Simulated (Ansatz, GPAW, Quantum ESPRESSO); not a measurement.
# HfC: bulk modulus by level of theory

It takes space group Fm-3m (No. 225, cubic). Conventional cell: a = 4.650 Å, b = 4.650 Å, c = 4.650 Å, α = 90.00°, β = 90.00°, γ = 90.00°. Hf (site symmetry m-3m) has 6 C at 2.33 Å as nearest neighbours. C (site symmetry m-3m) has 6 Hf at 2.33 Å as nearest neighbours.

```tsv
rung	level	program and potentials	cutoff (eV)	k mesh	smearing	core time	chip	bulk modulus (GPa)	notes
GGA	PBE	Ansatz, Ansatz PAW	420	10 × 10 × 10	fermi-dirac 0.05	13 s	Arm Neoverse V1	233.8	-
LDA	LDA	Ansatz, Ansatz PAW	420	10 × 10 × 10	fermi-dirac 0.05	13 s	Arm Neoverse V1	261.3	potentials made for PBE, which Ansatz adapts in part
meta-GGA	r2SCAN	Ansatz, Ansatz PAW	500	10 × 10 × 10	fermi-dirac 0.05	28 s	Arm Neoverse V1	244.6	potentials made for PBE, which Ansatz adapts in part
GGA + dispersion	RPBE+D4	GPAW, the program's PAW data sets (release 1.2.1) made for this functional	800	8 × 8 × 8	fermi-dirac 0.05	70 s	AMD EPYC 9R14 Zen 4	239.8	-
GGA + dispersion	PBEsol+D4	GPAW, PAW data sets generated for this functional	800	8 × 8 × 8	fermi-dirac 0.05	99 s	Arm Neoverse V2	257.4	-
LDA	LDA	Quantum ESPRESSO, PseudoDojo 0.4.1 SR LDA standard	1116	10 × 10 × 10	fermi-dirac 0.05	3 min	Arm Neoverse V1	267.6	-
non-local van der Waals functional	rev-vdW-DF2	Quantum ESPRESSO, PseudoDojo 0.4.1 SR PBE standard	1116	10 × 10 × 10	fermi-dirac 0.05	8.6 min	Intel Xeon 6975P-C Granite Rapids	242.9	potentials made for PBE
```

Times are single runs on shared hosts and different chips, so they are rough; meshes, cutoffs and the tasks' sizes weigh on the time. Task: equation of state. All rows: no spin polarisation. Smearing widths are in eV. The cell comes from a database and isn't always the measured one. For a metal such meshes aren't converged. Meshes differ between rows, which moves values too. Meshes are those of the run's cell of 2 atoms unless a note names another. Runs on faulty files, with rough fits or with known faults for this quantity aren't shown. No row holds spin-orbit coupling.

By rung: LDA 261.3 to 267.6; GGA 233.8; GGA + dispersion 239.8 to 257.4; non-local van der Waals functional 242.9; meta-GGA 244.6 (GPa).
